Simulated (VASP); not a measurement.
# Si: restarted molecular dynamics, 2 variants

Si, I4/mmm (no. 139), 16 atoms in the cell. PBE, molecular dynamics; PAW potentials Si (PBE set).

| Restart from | Temperature at the end (K) | The same without a restart (K) | Potential energy at the end (eV/atom) | The same without a restart (eV/atom) | Electronic steps in the first step after the restart | Time (s) |
|---|---|---|---|---|---|---|
| CONTCAR with velocities, WAVECAR read | 1266.0 | 1266.0 | -4.93246 | -4.93246 | 4 | 195 |
| CONTCAR with velocities, no WAVECAR | 1266.0 | 1266.0 | -4.93246 | -4.93246 | 13 | 198 |

Limits: 120 fs of 16 atoms are too short for converged averages; the cell is only 5.3 Å across, so each atom moves in step with near copies of itself.

## Input of the first row

INCAR.step1:
```
GGA      = PE             # functional
PREC     = Normal         # precision mode
ENCUT    = 250            # plane-wave cutoff, eV
EDIFF    = 1E-6           # SCF threshold, eV
NELMIN   = 4            
NELM     = 60             # most SCF steps
ALGO     = Fast           # electronic algorithm
LREAL    = Auto         
LASPH    = T              # aspherical terms in the spheres
ISMEAR   = -1             # smearing method
SIGMA    = 0.05           # smearing width, eV
ISYM     = 0            
LWAVE    = T              # write WAVECAR
LCHARG   = F              # write CHGCAR
IBRION   = 0              # ionic algorithm
NSW      = 30             # ionic steps
POTIM    = 2.0            # step
TEBEG    = 1000         
ISIF     = 2              # what is computed and relaxed
RANDOM_SEED= 771454 0 0   
MDALGO   = 4            
NHC_NCHAINS= 3            
NHC_PERIOD= 30           
KPAR     = 2             
```

INCAR.step2, as INCAR.step1 but for:
```
- LWAVE = T
+ LWAVE = F
```

KPOINTS:
```
k-points
0
Monkhorst-Pack
  2 2 2
```

POSCAR.step1:
```
Si
1.0
    6.5076597200      0.0000000000      0.0000000000
    0.0000000000      6.5076597200      0.0000000000
    0.0000000000      0.0000000000      5.2813194000
Si
16
Direct
    0.0000000000      0.0000000000      0.0000000000
    0.0000000000      0.0000000000      0.5000000000
    0.0000000000      0.5000000000      0.0000000000
    0.0000000000      0.5000000000      0.5000000000
    0.5000000000      0.0000000000      0.0000000000
    0.5000000000      0.0000000000      0.5000000000
    0.5000000000      0.5000000000      0.0000000000
    0.5000000000      0.5000000000      0.5000000000
    0.2500000000      0.2500000000      0.2500000000
    0.2500000000      0.2500000000      0.7500000000
    0.2500000000      0.7500000000      0.2500000000
    0.2500000000      0.7500000000      0.7500000000
    0.7500000000      0.2500000000      0.2500000000
    0.7500000000      0.2500000000      0.7500000000
    0.7500000000      0.7500000000      0.2500000000
    0.7500000000      0.7500000000      0.7500000000
```

Commands (each step's output is kept before the next begins):
```
cat potpaw_PBE.64/Si/POTCAR > POTCAR
cp INCAR.step1 INCAR
cp POSCAR.step1 POSCAR
mpirun -np 2 vasp_std > vasp.out
cp CONTCAR POSCAR
cp INCAR.step2 INCAR
mpirun -np 2 vasp_std > vasp.out
```

Changes of the last row against the first:
```
(step 1)
- LWAVE = True
+ LWAVE = False
```

VASP 6.6.1 took 195 s on 2 cores (Intel Xeon Platinum 8375C @ 2.90GHz (Ice Lake)), a shared host.
